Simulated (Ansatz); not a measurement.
**Cu: changing the dispersion correction**

The cell as given:

```cif
data_structure
_symmetry_space_group_name_H-M 'P 1'
_symmetry_Int_Tables_number 1
_cell_length_a 2.5341
_cell_length_b 2.5341
_cell_length_c 4.1126
_cell_angle_alpha 90.000
_cell_angle_beta 90.000
_cell_angle_gamma 120.000
_cell_volume 22.87
loop_
_atom_site_label
_atom_site_type_symbol
_atom_site_fract_x
_atom_site_fract_y
_atom_site_fract_z
_atom_site_occupancy
Cu1 Cu 0.66667 0.33333 0.75000 1
Cu2 Cu 0.33333 0.66667 0.25000 1
```

This isn't the form of Cu at room conditions, which is fcc.

Kept alike: task relaxation of cell and atoms; functional PBEsol; k mesh 12 × 12 × 7; occupations fermi-dirac, width 0.05 eV; no spin polarisation. Program: Ansatz, Ansatz PAW, cutoff 420 eV. The mesh is that of the run's cell of 2 atoms. No spin-orbit coupling.

| dispersion correction | volume (Å³/atom) | first edge of the run's cell (Å) | third edge of the run's cell (Å) |
| --- | --- | --- | --- |
| D3(BJ) | 10.826 | 2.485 | 4.048 |
| D3(BJ)-ATM | 10.968 | 2.496 | 4.065 |
| D4 | 11.054 | 2.503 | 4.076 |
| none | 11.334 | 2.524 | 4.108 |

The relaxations keep at least the cell's symmetry (P6_3/mmc). For a metal such a mesh leaves the last digits unconverged. Relaxations stop with a little pressure left, so the last digits of a volume or edge aren't settled. Ansatz's relaxations hold a Pulay term in the stress (up to 0.1 GPa here). All rows use potentials made for PBE.

Problem. What does the dispersion correction change here?

Solution. The volume runs from 10.826 (D3(BJ)) to 11.334 Å³/atom (none). Against no correction: D3(BJ) -4.5 %; D3(BJ)-ATM -3.2 %; D4 -2.5 %. Dispersion terms mostly attract and so lower the volume; the schemes' coefficients and damping set how far. The first edge of the run's cell runs from 2.485 (D3(BJ)) to 2.524 Å (none). The third edge of the run's cell runs from 4.048 (D3(BJ)) to 4.108 Å (none).
